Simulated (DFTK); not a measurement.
Crystal: AlN.

```xyz
4
Lattice="3.1130 0.0000 0.0000 -1.5565 2.6959 0.0000 0.0000 0.0000 4.9810" Properties=species:S:1:pos:R:3 pbc="T T T"
Al    1.5565    0.8986    2.4905
Al    0.0000    1.7973    0.0000
N     1.5565    0.8986    4.3833
N     0.0000    1.7973    1.8928
```

Base run:

| Quantity | Value |
| --- | --- |
| Program | DFTK 0.8.2 |
| Functional | PBE |
| Potentials or basis | dojo.nc.sr.pbe.v0_4_1.standard.upf (PBE) |
| Cutoff | 1143 eV |
| k mesh | 10 × 10 × 6 |
| Occupations | fermi-dirac, width 0.05 eV |
| Spin | no spin polarisation |

Its results: band gap on the k mesh 4.22 eV, direct; pressure 3.4 GPa; largest force 0.131 eV/Å.

Q: The run is repeated on the same cell with these changes: functional from PBE to PBEsol; potentials or basis from dojo.nc.sr.pbe.v0_4_1.standard.upf (PBE) to dojo.nc.sr.pbesol.v0_4_1.standard.upf (PBEsol). What comes out?

A: Band gap on the k mesh 4.14 eV, direct; pressure 0.1 GPa; largest force 0.132 eV/Å.

A k mesh can miss the band edges.

Not every run made on this cell is shown here.
